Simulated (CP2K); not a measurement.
**Ti under changes of volume**

One of the cells (16.731 Å³/atom); the others are scaled copies at fixed shape and fractional positions:

```
CELL_PARAMETERS angstrom
2.87085 0.00000 0.00000
1.43543 2.48623 0.00000
1.43543 0.82874 2.34404
ATOMIC_POSITIONS crystal
Ti 0.00000 0.00000 0.00000
```

This isn't the form of Ti at room conditions, which is hcp.

* Program: CP2K 2026.2
* Functional: LDA
* Potentials or basis: GTH_POTENTIALS Ti GTH-PADE-q12; TZVP-MOLOPT-PBE-GTH basis
* Density cutoff: 6123 eV
* k mesh: 11 × 11 × 11
* Occupations: fermi-dirac, width 0.1 eV
* Spin: no spin polarisation

| volume (Å³/atom) | energy over the lowest point (meV/atom) | pressure (GPa) |
| --- | --- | --- |
| 15.727 | ? | ? |
| 16.062 | 0.00 | 0.4 |
| 16.396 | 2.58 | -2.0 |
| 16.731 | 10.08 | -4.3 |
| 17.065 | 22.05 | -6.3 |
| 17.400 | 38.10 | -8.2 |
| 17.735 | 57.88 | -9.9 |

Q: What does the run at 15.727 Å³/atom give?

A: Energy over the lowest point 2.81 meV/atom; pressure 3.1 GPa.

Worked out: A Birch-Murnaghan fit of order 3 (a polynomial in V^(-2/3)) to the other rows has its minimum at 16.06 Å³/atom with B0 = V·E''(V) = 124 GPa and B' = 3.6. It gives 2.84 meV/atom at 15.727 Å³/atom, against the run's 2.81, and -dE/dV = 2.7 GPa, against 3.1.

Energies are extrapolated to zero smearing.

Caveats: the basis of atomic orbitals isn't converged, which shifts pressures, moduli and gaps.
